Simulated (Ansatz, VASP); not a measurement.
# Mo: VASP beside Ansatz

Contents of INCAR:

```
PREC = Accurate
ENCUT = 520
EDIFF = 1E-7
ISMEAR = 0
SIGMA = 0.15
LREAL = False
LASPH = True
NELM = 100
ALGO = Normal
ISIF = 2
LWAVE = False
LCHARG = False
GGA = PS
NBANDS = 13
```

The input KPOINTS:

```
regular mesh
0
Gamma
  18 18 18
```

File POSCAR:

```
Mo
1.0
    2.6944777412      0.0000000000      0.0000000000
   -1.3472388706      2.3334861739      0.0000000000
    0.0000000000      0.0000000000      2.6318361210
Mo
1
Direct
    0.0000000000      0.0000000000      0.5000000000
```

Input for Ansatz:

```yaml
crystal:
  lattice:
    - [2.6944777412, 0.0, 0.0]
    - [-1.3472388706, 2.3334861739, 0.0]
    - [0.0, 0.0, 2.631836121]
  atoms:
    - { symbol: Mo, position: [0.0, 0.0, 0.5] }
basis:
  ecutwfc: 420
kpoints:
  mp_grid: { grid: [18, 18, 18] }
hamiltonian:
  xc: pbesol
scf:
  occupations: { method: gaussian, width: 0.15 }
output:
  forces: true
  stress: true
  eigenvalues: true
```

Change from the starting cell: strain -0.015 along x and y, +0.030 along z, atoms carried along.

Alike in both runs: task single point; functional PBEsol; k mesh 18 × 18 × 18; occupations gaussian, width 0.15 eV; no spin polarisation.

|  | VASP | Ansatz |
| --- | --- | --- |
| version | VASP 6.6.1 | Ansatz 0.2.0 |
| potentials or method | VASP PAW PBE potentials, release 64 (Mo_sv) | scalar-relativistic, plane waves, PAW |
| plane-wave cutoff (eV) | 520 | 420 |
| valence electrons in the cell | 14 | 14 |

Ansatz gave:

* gap on the k mesh at the Fermi level (eV): none
* pressure (GPa): -2.8
* largest component of the traceless stress (GPa): 14.64

Question: Which values does VASP return?

Answer: gap on the k mesh at the Fermi level (eV): none; pressure (GPa): -2.3; largest component of the traceless stress (GPa): 14.66.

A gap of «none» marks a metal or a gap that the smearing closes.

Caveats: the PAW data sets were made with another functional, which shifts forces and pressure a little (VASP).
